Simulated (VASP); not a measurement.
# GaSb (F-43m) in VASP: notebook

GaSb is run at these levels: r2SCAN, r2SCAN+D4; tasks: single point.

All numbers are computed with VASP 6.6.1; they aren't measurements. Logs are shortened: lines on timing, memory, paths and dates and some standing lists are left out, and cuts for length are marked.

**The experiment to reproduce.**

From a printed reference work, data compilation, for a bulk crystal of GaSb at 4.2 K: band gap 0.811 eV (direct).

The results are compared with them further down.

### 1 The cell of the first run

The structure is cubic, space group F-43m (No. 216). Conventional cell: a = 6.132 Å, b = 6.132 Å, c = 6.132 Å, α = 90.00°, β = 90.00°, γ = 90.00°. Sb (site symmetry -43m) has 4 Ga at 2.66 Å within 3.5 Å. Within 3.5 Å of Ga (site symmetry -43m) lie 4 Sb at 2.66 Å.

### 2 Single point, r2SCAN

Input file POSCAR:

```
GaSb
1.0
    0.0000000000      3.0659238247      3.0659238247
    3.0659238247      0.0000000000      3.0659238247
    3.0659238247      3.0659238247      0.0000000000
Sb Ga
1 1
Direct
    0.7500000000      0.7500000000      0.7500000000
    0.0000000000      0.0000000000      0.0000000000
```

Input file INCAR.step1:

```
SYSTEM = GaSb
  ALGO = Normal
  EDIFF = 1E-4
  ENCUT = 520
  GGA = PE
  ISMEAR = -1
  LASPH = .True.
  LCHARG = .False.
  LREAL = .False.
  LWAVE = .True.
  NBANDS = 16
  NELM = 80
  PREC = Accurate
  SIGMA = 0.05
```

Input file INCAR.step2:

```
SYSTEM = GaSb
  ALGO = Normal
  EDIFF = 1E-6
  ENCUT = 520
  ISIF = 2
  ISMEAR = -1
  ISTART = 1
  LASPH = .True.
  LCHARG = .False.
  LMIXTAU = .True.
  LREAL = .False.
  LWAVE = .False.
  METAGGA = R2SCAN
  NBANDS = 16
  NELM = 80
  PREC = Accurate
  SIGMA = 0.05
```

Input file KPOINTS:

```
k-points
0
Gamma
  8 8 8
  0 0 0
```

Potentials or basis: VASP PAW PBE potentials, release 64 (Sb, Ga_d).

The run is started by

```sh
> cat potpaw_PBE.64/Sb/POTCAR potpaw_PBE.64/Ga_d/POTCAR > POTCAR
> cp INCAR.step1 INCAR
> mpirun -np 1 vasp_std > vasp.out
> cp INCAR.step2 INCAR
> mpirun -np 1 vasp_std > vasp.out
```

OUTCAR:

```text
SYSTEM = GaSb
   EDIFF = 1E-6
   ENCUT = 520
   ISIF = 2
   ISMEAR = -1
   ISTART = 1
   LASPH = .True.
   LREAL = .False.
   METAGGA = R2SCAN
   NELM = 80
   PREC = Accurate

 ion  position               nearest neighbor table
   1  0.750  0.750  0.750-   2 2.66   2 2.66   2 2.66   2 2.66
   2  0.000  0.000  0.000-   1 2.66   1 2.66   1 2.66   1 2.66

  LATTYP: Found a face centered cubic cell.
 ALAT       =     6.1318476494

  Lattice vectors:

 A1 = (   0.0000000000,   3.0659238247,   3.0659238247)
 A2 = (   3.0659238247,   0.0000000000,   3.0659238247)
 A3 = (   3.0659238247,   3.0659238247,   0.0000000000)

Analysis of symmetry for initial positions (statically):
=====================================================================
 Subroutine PRICEL returns:
 Original cell was already a primitive cell.

 Routine SETGRP: Setting up the symmetry group for a
 face centered cubic supercell.

 Subroutine GETGRP returns: Found 24 space group operations
 (whereof 24 operations were pure point group operations)
 out of a pool of 48 trial point group operations.

The static configuration has the point symmetry T_d .

Analysis of symmetry for dynamics (positions and initial velocities):
=====================================================================
 Subroutine PRICEL returns:
 Original cell was already a primitive cell.

 Routine SETGRP: Setting up the symmetry group for a
 face centered cubic supercell.

 Subroutine GETGRP returns: Found 24 space group operations
 (whereof 24 operations were pure point group operations)
 out of a pool of 48 trial point group operations.

The dynamic configuration has the point symmetry T_d .

 Subroutine INISYM returns: Found 24 space group operations
 (whereof 24 operations are pure point group operations),
 and found     1 'primitive' translations

----------------------------------------------------------------------------------------

                                     Primitive cell

  volume of cell :      57.6387

  direct lattice vectors                    reciprocal lattice vectors
     0.000000000  3.065923825  3.065923825    -0.163082982  0.163082982  0.163082982
     3.065923825  0.000000000  3.065923825     0.163082982 -0.163082982  0.163082982
     3.065923825  3.065923825  0.000000000     0.163082982  0.163082982 -0.163082982

  length of vectors
     4.335871054  4.335871054  4.335871054     0.282468011  0.282468011  0.282468011

[... 79 lines left out ...]
   NELM   =     80;   NELMIN=  2; NELMDL=  0     # of ELM steps
   EDIFF  = 0.1E-05   stopping-criterion for ELM
   LREAL  =      F    real-space projection
   EDIFFG = 0.1E-04   stopping-criterion for IOM
   NSW    =      0    number of steps for IOM
   IBRION =     -1    ionic relax: 0-MD 1-quasi-New 2-CG
   NFREE  =      0    steps in history (QN), initial steepest desc. (CG)
   ISIF   =      2    stress and relaxation
   ISYM   =      2    0-nonsym 1-usesym 2-fastsym
   POTIM  = 0.5000    time-step for ionic-motion
   TEBEG  =    0.0;   TEEND  =   0.0 temperature during run
   PSTRESS=    0.0 pullay stress
   NELECT =      18.0000    total number of electrons
   NUPDOWN=      -1.0000    fix difference up-down
   EMIN   =  10.00;   EMAX   =-10.00  energy-range for DOS
   EFERMI =   0.00;   METHOD = LEGACY
   ISMEAR =    -1;   SIGMA  =   0.05  broadening in eV -4-tet -1-fermi 0-gaus
   EFERMI_NEDOS =   21; number of points for ismear=-14 and -15
   IALGO  =     38    algorithm
   IMIX   =      4    mixing-type and parameters
     AMIX     =   0.40;   BMIX     =  1.00
     AMIX_MAG =   1.60;   BMIX_MAG =  1.00
  volume/ion in A,a.u.               =      28.82       194.48
  Fermi-wavevector in a.u.,A,eV,Ry     =   1.110694  2.098907 16.784698  1.233640
  Thomas-Fermi vector in A             =   2.247248
   LORBIT       =      0    0 simple, 1 ext, 2 COOP (PROOUT), +10 PAW based schemes
   METAGGA = R2SCAN    functional components
   LHFCALC =     F    Hartree Fock is set to
   AEXX    =    0.0000 exact exchange contribution
   IVDW    =     0    specifies the selected vdW correction
   LEPSILON=     F    determine dielectric tensor
   LRPA    =     F    only Hartree local field effects (RPA)
 non-spin polarized calculation
  energy-cutoff  :      520.00
  volume of cell :       57.64
 maximum number of plane-waves:      1572
   NGX = 17   NGY = 17   NGZ = 17

 number of electron      17.9999989 magnetization

 Free energy of the ion-electron system (eV)
  ---------------------------------------------------
  ext. energy  EPLUGINS =         0.00000000
  ---------------------------------------------------
  free energy    TOTEN  =       -37.60061087 eV

  energy without entropy =      -37.60054512  energy(sigma->0) =      -37.60057799

 E-fermi :   4.8431     XC(G=0):  -9.6897

 val. band max:        4.6158320138   @ k =   0.0000   0.0000   0.0000
 cond. band min:       5.0136069425   @ k =   0.0000   0.0000   0.0000
 fundamental gap:      0.3977749287
 Fermi energy:         4.8430594833

 k-point     1 :       0.0000    0.0000    0.0000
  band No.  band energies     occupation
      1     -10.8692      2.00000
      2     -10.8692      2.00000
      3     -10.8691      2.00000
      4     -10.8132      2.00000
      5     -10.8132      2.00000
      6      -7.2670      2.00000
[... 433 lines left out ...]
      3     -10.8511      2.00000
      4     -10.8164      2.00000
      5     -10.8129      2.00000
      6      -5.1904      2.00000
[... 8 lines left out ...]
     15      14.8512      0.00000
     16      15.3820      0.00000

 [... further k-points ...]

------------------------ aborting loop because EDIFF is reached ----------------------------------------

  FORCE on cell =-STRESS in cart. coord.  units (eV):
  Direction    XX          YY          ZZ          XY          YZ          ZX
  --------------------------------------------------------------------------------------
  -------------------------------------------------------------------------------------
  Total        0.0321346      0.0321346      0.0321346      0.0000000      0.0000000     -0.0000000
  in kB        0.8932438      0.8932438      0.8932438      0.0000000      0.0000000     -0.0000000
  external PRESSURE =       0.8932438 kB  Pullay stress =       0.0000000 kB

 VOLUME and BASIS-vectors are now :
 -----------------------------------------------------------------------------
  energy-cutoff  :      520.00
  volume of cell :       57.64
      direct lattice vectors                 reciprocal lattice vectors
     0.000000000  3.065923825  3.065923825    -0.163082982  0.163082982  0.163082982
     3.065923825  0.000000000  3.065923825     0.163082982 -0.163082982  0.163082982
     3.065923825  3.065923825  0.000000000     0.163082982  0.163082982 -0.163082982

 POSITION                                       TOTAL-FORCE (eV/Angst)
 -----------------------------------------------------------------------------------
      4.59889      4.59889      4.59889         0.000000      0.000000     -0.000000
      0.00000      0.00000      0.00000        -0.000000     -0.000000      0.000000
 -----------------------------------------------------------------------------------
    total drift:                                0.000002      0.000002      0.000002

  FREE ENERGIE OF THE ION-ELECTRON SYSTEM (eV)
  ---------------------------------------------------
  free  energy   TOTEN  =       -37.6006108654 eV

  energy  without entropy=      -37.6005451207  energy(sigma->0) =      -37.60057799
```

OSZICAR.step1:

```text
N       E                     dE             d eps       ncg     rms          rms(c)
DAV:   1     0.840342230216E+02    0.84034E+02   -0.85538E+03   928   0.137E+03
DAV:   2    -0.712878197802E+00   -0.84747E+02   -0.81714E+02  1088   0.303E+02
DAV:   3    -0.728095131003E+01   -0.65681E+01   -0.65543E+01  1112   0.652E+01
DAV:   4    -0.740273041325E+01   -0.12178E+00   -0.12177E+00  1192   0.101E+01
DAV:   5    -0.740547905728E+01   -0.27486E-02   -0.27486E-02  1176   0.135E+00    0.315E+00
DAV:   6    -0.736278900141E+01    0.42690E-01   -0.62153E-02  1360   0.388E+00    0.189E+00
DAV:   7    -0.735008479326E+01    0.12704E-01   -0.38001E-02  1080   0.156E+00    0.346E-01
DAV:   8    -0.735106432005E+01   -0.97953E-03   -0.43336E-03  1240   0.748E-01    0.836E-02
DAV:   9    -0.735155278313E+01   -0.48846E-03   -0.66952E-04  1088   0.200E-01    0.333E-02
DAV:  10    -0.735158268867E+01   -0.29906E-04   -0.33694E-05   960   0.382E-02
   1 F= -.73515827E+01 E0= -.73513297E+01  d E =-.506004E-03
```

Wall time 1.8 min (1 thread of Intel Xeon 8259CL, shared host); peak memory 0.2 GiB.

What came out:

* Free energy: -37.6006 eV
* Pressure: 0.1 GPa
* Band gap on the k mesh: 0.40 eV

Levels at points of the mesh, in eV from the valence-band top:
| k point | band 6 | band 7 | band 8 | band 9 | band 10 | band 11 | band 12 | band 13 |
| --- | --- | --- | --- | --- | --- | --- | --- | --- |
| (0.00, 0.00, 0.00) | -11.88 | 0.00 | 0.00 | 0.00 | 0.40 | 2.98 | 2.98 | 2.98 |
| (0.50, 0.00, 0.00) | -10.18 | -6.55 | -1.20 | -1.20 | 0.67 | 4.01 | 4.01 | 6.93 |
| (0.50, 0.50, 0.00) | -9.30 | -7.02 | -2.67 | -2.67 | 1.13 | 1.49 | 9.22 | 9.22 |

Caveat: the PAW data sets were made with another functional, which shifts forces and pressure a little; spin-orbit coupling is left out, which moves the levels of the heavy elements.

### 3 Single point, r2SCAN+D4

This run uses another cell than the first one, of 29.20 Å³/atom.

Input file POSCAR:

```
GaSb
1.0
    0.0000000000      3.0792588685      3.0792588685
    3.0792588685      0.0000000000      3.0792588685
    3.0792588685      3.0792588685      0.0000000000
Sb Ga
1 1
Direct
    0.7500000000      0.7500000000      0.7500000000
    0.0000000000      0.0000000000      0.0000000000
```

Input file INCAR.step1:

```
  PREC = Accurate
  ENCUT = 520
  ISMEAR = -1
  SIGMA = 0.05
  LREAL = False
  LASPH = True
  NELM = 100
  NBANDS = 16
  GGA = PE
  ALGO = Normal
  EDIFF = 1E-4
  LWAVE = True
  LCHARG = False
```

Input file INCAR.step2:

```
  PREC = Accurate
  ENCUT = 520
  EDIFF = 1E-6
  ISMEAR = -1
  SIGMA = 0.05
  LREAL = False
  LASPH = True
  NELM = 100
  ALGO = Normal
  ISIF = 2
  LWAVE = False
  LCHARG = False
  METAGGA = R2SCAN
  LMIXTAU = True
  IVDW = 13
  VDW_S6 = 1.0
  VDW_S8 = 0.6018749
  VDW_A1 = 0.51559235
  VDW_A2 = 5.77342911
  NBANDS = 16
  ISTART = 1
```

Input file KPOINTS:

```
regular mesh
0
Gamma
  8 8 8
```

Potentials or basis: VASP PAW PBE potentials, release 64 (Sb, Ga_d).

The run is started by

```sh
> cat potpaw_PBE.64/Sb/POTCAR potpaw_PBE.64/Ga_d/POTCAR > POTCAR
> cp INCAR.step1 INCAR
> mpirun -np 1 vasp_std > vasp.out
> cp INCAR.step2 INCAR
> mpirun -np 1 vasp_std > vasp.out
```

It took 100 s on 1 thread of Intel Xeon 8259CL, shared host; peak memory 0.2 GiB.

Results (log left out):

```
Free energy                : -37.8783 eV
Pressure                   : -1.3 GPa
Band gap on the k mesh     : 0.30 eV
Dispersion energy per atom : -0.139 eV
```

Levels at points of the mesh, in eV from the valence-band top:
| k point | band 6 | band 7 | band 8 | band 9 | band 10 | band 11 | band 12 | band 13 |
| --- | --- | --- | --- | --- | --- | --- | --- | --- |
| (0.00, 0.00, 0.00) | -11.79 | 0.00 | 0.00 | 0.00 | 0.30 | 2.99 | 2.99 | 2.99 |
| (0.50, 0.00, 0.00) | -10.12 | -6.48 | -1.18 | -1.18 | 0.64 | 4.01 | 4.01 | 6.93 |
| (0.50, 0.50, 0.00) | -9.26 | -6.96 | -2.62 | -2.62 | 1.14 | 1.52 | 9.13 | 9.13 |

Caveat: the PAW data sets were made with another functional, which shifts forces and pressure a little; spin-orbit coupling is left out, which moves the levels of the heavy elements.

### 4 Against experiment

Step 2. Against the measured gap of GaSb, 0.811 eV (direct; 4.2 K; a printed reference work, data compilation), the calculated 0.40 eV is off by -0.41 eV. Spin-orbit coupling on Ga, Sb is left out. The value is that of r2SCAN on a finite k mesh, which can miss the band edges, without temperature or zero-point motion.
